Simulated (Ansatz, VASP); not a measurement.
# One calculation of SnSe, two programs

The input INCAR:

```
ALGO = Normal
EDIFF = 1E-6
ENCUT = 520
GGA = PE
ISIF = 2
ISMEAR = -1
LASPH = T
LCHARG = F
LREAL = F
LWAVE = F
NBANDS = 17
NELM = 100
PREC = Accurate
SIGMA = 0.05
```

File KPOINTS:

```
k-points
0
Gamma
  9 9 9
```

File POSCAR:

```
SnSe
1.0
    0.0000000000      3.0104337128      3.0104337128
    3.0104337128      0.0000000000      3.0104337128
    3.0104337128      3.0104337128      0.0000000000
Sn Se
1 1
Direct
   -0.0600000000     -0.0600000000      0.0600000000
    0.5600000000      0.5600000000      0.4400000000
```

Input for Ansatz:

```yaml
crystal:
  lattice:
    - [0.0, 3.0104337128, 3.0104337128]
    - [3.0104337128, 0.0, 3.0104337128]
    - [3.0104337128, 3.0104337128, 0.0]
  atoms:
    - { symbol: Sn, position: [-0.06, -0.06, 0.06] }
    - { symbol: Se, position: [0.56, 0.56, 0.44] }
kpoints:
  mp_grid: { grid: [9, 9, 9] }
scf:
  occupations: { method: fermi_dirac, width: 0.05 }
hamiltonian:
  xc: pbe
  pseudopotentials: { kind: all_electron, lapw: { basis_error: 0.001 } }
output:
  forces: true
  stress: true
  eigenvalues: true
  populations: true
```

Change from the starting cell: shortest bond scaled by 0.76, LAPW.

Alike in both runs: task single point; functional PBE; k mesh 9 × 9 × 9; occupations fermi-dirac, width 0.05 eV; no spin polarisation.

|  | VASP | Ansatz |
| --- | --- | --- |
| version | VASP 6.6.1 | Ansatz 0.2.0 |
| potentials or method | VASP PAW PBE potentials, release 64 (Sn_d, Se) | all-electron LAPW, scalar-relativistic |
| plane-wave cutoff (eV) | 520 | see its input |

```csv
,VASP,Ansatz,Ansatz less VASP
pressure (GPa),12.5,12.5,-0.01
largest component of the traceless stress (GPa),19.04,19.00,-0.043
rms of the force components (eV/Å),2.758,2.750,-0.0074
```

Atom by atom the forces differ by 0.007 eV/Å (rms over components). Ansatz ran all-electron here, so the differences hold the error of VASP's frozen core and of both bases.

Caveats: spin-orbit coupling is left out, which moves the levels of the heavy elements; an odd mesh through Γ misses points on the zone boundary, where band edges often lie; forces of over 1 eV/Å show positions far from the minimum, so gaps and moduli don't describe the material at rest.
